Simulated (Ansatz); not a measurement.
# NiSi2/GaP/NiSi2: predicting the conductance of a thicker barrier

**Method.** Ansatz 0.2.0, plane waves with PAW datasets, PBE. Interfaces are relaxed in a short slab (with D3(BJ) where the barrier is layered), set between ideal electrode layers that go on as semi-infinite leads, and the zero-bias conductance G at 300 K comes from T(E) on a typed mesh. The error is the largest of the program's estimates from energy step, mesh, the leads' potential steps and neutrality; its separate bound for narrow resonances between the energies solved isn't counted and can be far larger. The lower electrode is NiSi2 (fluorite 111), the upper NiSi2 (fluorite 111) and the barrier GaP (zinc blende 111), on a net of side 3.84 Å; d is the distance between the electrodes' last planes.

The runs shown:

| planes in the barrier | d (Å) | G (S/m²) | error (%) | lead step (meV) |
| --- | --- | --- | --- | --- |
| 4 | 8.78 | 7.04e13 | 24 | 10 |
| 6 | 11.98 | 2.64e13 | 22 | 10 |
| 8 | 15.18 | 9.36e12 | 49 | 10 |
| 12 | 21.58 | 1.16e12 | 24 | 10 |

Task: A further run has 14 planes, d = 24.79 Å. Fit G ∝ exp(−βd) to the rows shown and predict its conductance.

A: Take y = ln G: 31.88, 30.90, 29.87 and 27.78. The means are d = 14.38 Å and y = 30.11; Σ(Δd Δy) = −28.83 and Σ(Δd)² = 89.60, so the slope is −0.322 Å⁻¹ (β = 0.322 Å⁻¹). At d = 24.79 Å, y = 30.11 − 0.322 × 10.41 = 26.76, or G = 4.18e11 S/m².

What the calculation gave: The run gave 4.22e11 S/m², with an error estimate of 113 % and a lead step of 10 meV. The prediction is 0.99 times that, a miss under 10 %.

**Limits.** The interfaces are ideal, one cell wide, strained to a common net and relaxed from one registry with their symmetry kept. PBE's gaps are too small, so true decay constants are likely larger where the Fermi level lies deep in a gap. No spin-orbit coupling, phonons, disorder or image charges enter. The rows shown are chosen by tests on error estimates (under 100 to 120 %), lead steps (under 150 meV, though the program warns over 25), intact interfaces and, for fits, a steady trend in the rows shown; the data set holds 414 series of this kind, and not all pass.
